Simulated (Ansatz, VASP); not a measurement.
# Be: VASP beside Ansatz

```xyz
1
Lattice="-1.2531 1.2531 1.2531 1.2531 -1.2531 1.2531 1.2531 1.2531 -1.2531" Properties=species:S:1:pos:R:3 pbc="T T T"
Be    0.0000    0.0000    0.0000
```

This isn't the form of Be at room conditions, which is hcp.

Alike in both runs: task single point; functional PBE; k mesh 15 × 15 × 15; occupations tetrahedron; no spin polarisation.

|  | VASP | Ansatz |
| --- | --- | --- |
| version | VASP 6.6.1 | Ansatz 0.2.0 |
| potentials or method | VASP PAW PBE potentials, release 64 (Be), cutoff 520 eV | all-electron LAPW, scalar-relativistic |

Ansatz gave:

- gap on the k mesh at the Fermi level (eV): none
- pressure (GPa): -0.9

Question: Which values does VASP return?

Answer: gap on the k mesh at the Fermi level (eV): none; pressure (GPa): -0.7.

A gap of «none» marks a metal or a gap that the smearing closes. Ansatz ran all-electron here, so the differences hold the error of VASP's frozen core and of both bases.

Caveats: tetrahedron occupations give inexact forces and stress in metals (VASP); with tetrahedron occupations forces and stress needn't match the slope of the energy (Ansatz).
